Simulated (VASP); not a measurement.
C:

```xyz
4
Lattice="2.4673 0.0000 0.0000 -1.2336 2.1367 0.0000 0.0000 0.0000 7.8031" Properties=species:S:1:pos:R:3 pbc="T T T"
C     0.0000    0.0000    1.9508
C     0.0000    0.0000    5.8523
C     0.0000    1.4245    1.9508
C     1.2336    0.7122    5.8523
```

- Program: VASP 6.6.1
- Task: relaxation of cell and atoms
- Functional: PBE
- Dispersion: D3(BJ)
- Potentials or basis: VASP PAW PBE potentials, release 64 (C)
- Cutoff: 600 eV
- k mesh: 15 × 15 × 4
- Occupations: gaussian, width 0.03 eV
- Spin: no spin polarisation

At the start: pressure -1.1 GPa; volume 10.28 Å³/atom.

How do energy, volume and symmetry change on relaxing?

Over 14 steps the energy falls by 14.9 meV/atom and the volume is 8.82 Å³/atom (-14.3 %); space group P6_3/mmc (No. 194, to 0.05 Å).

Step by step:
```tsv
step	energy change (eV)	largest force (eV/Å)	pressure (GPa)	volume (Å³)
1	0.0000	0.0000	-1.14	41.14
2	-0.0033	0.0000	0.30	40.70
3	-0.0044	0.0000	1.88	40.25
4	-0.0051	0.0000	1.92	40.20
5	-0.0072	0.0000	1.89	40.04
6	-0.0113	0.0000	1.98	39.72
7	-0.0196	0.0000	2.09	39.08
8	-0.0351	0.0000	2.47	37.81
9	-0.0543	0.0000	3.52	35.27
10	-0.0562	0.0000	-3.00	35.58
11	-0.0595	0.0000	-0.17	35.44
12	-0.0595	0.0000	-0.16	35.42
13	-0.0596	0.0000	-0.12	35.37
14	-0.0597	0.0000	-0.12	35.27
```

Final structure:
```
CELL_PARAMETERS angstrom
2.46527 0.00000 0.00000
-1.23263 2.13498 0.00000
0.00000 0.00000 6.70170
ATOMIC_POSITIONS crystal
C 0.00000 0.00000 0.25000
C 0.00000 0.00000 0.75000
C 0.33333 0.66667 0.25000
C 0.66667 0.33333 0.75000
```
